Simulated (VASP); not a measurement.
Runs of VASP 6.6.1 on CdS (Greenockite). It takes space group P6_3mc (No. 186, hexagonal). Conventional cell: a = 4.150 Å, b = 4.150 Å, c = 6.737 Å, α = 90.00°, β = 90.00°, γ = 120.00°. Around Cd (site symmetry 3m) lie 4 S at 2.53 to 2.54 Å. Around S (site symmetry 3m) lie 4 Cd at 2.53 to 2.54 Å. 

```tsv
task	level	cell	cutoff (eV)	smearing	gap on the mesh (eV)	pressure (GPa)	relaxed volume (Å³/atom)	largest force (eV/Å)
single point	PBE	as given	520	gaussian 0.028 eV	1.20	2.4	-	0.07
relaxation of cell and atoms	PW91	relaxed	600	fermi-dirac 0.05 eV	1.08	0.0	26.13	0.01
relaxation of cell and atoms	PBE+TS	relaxed	600	fermi-dirac 0.05 eV	1.18	0.0	25.24	-
relaxation of cell and atoms	PBE+rVV10	relaxed	600	fermi-dirac 0.05 eV	(c)	0.0	25.70	0.01
single point	PBE	as given	520	gaussian 0.011 eV	1.20	2.4	-	0.07
relaxation of cell and atoms	PBE+D3(BJ)	relaxed	600	fermi-dirac 0.05 eV	1.19	0.0	(b)	-
relaxation of cell and atoms	PBE+MBD	relaxed	600	fermi-dirac 0.05 eV	(a)	0.0	25.48	0.01
relaxation of cell and atoms	PBE+D4	relaxed	600	fermi-dirac 0.05 eV	1.19	0.0	25.22	-
relaxation of cell and atoms	AM05	relaxed	600	fermi-dirac 0.05 eV	1.18	0.0	25.09	-
relaxation of cell and atoms	PBEsol+D3(BJ)	relaxed	600	fermi-dirac 0.05 eV	1.14	0.0	24.15	-
relaxation of cell and atoms	PBE+D3	relaxed	600	fermi-dirac 0.05 eV	1.18	0.0	25.23	-
relaxation of cell and atoms	PBEsol+D3	relaxed	600	fermi-dirac 0.05 eV	1.15	0.0	24.16	-
```

Alike in all rows: potentials or basis VASP PAW PBE potentials, release 64 (Cd, S); no spin polarisation; k mesh 7 × 7 × 4.

Problem. Fill in the values left out.

Solution. (a) 1.16; (b) 25.21; (c) 1.07.

Caveats: the PAW data sets were made with another functional, which shifts forces and pressure a little (some runs).

A k mesh can miss the band edges, and the runs leave out spin-orbit coupling on Cd.
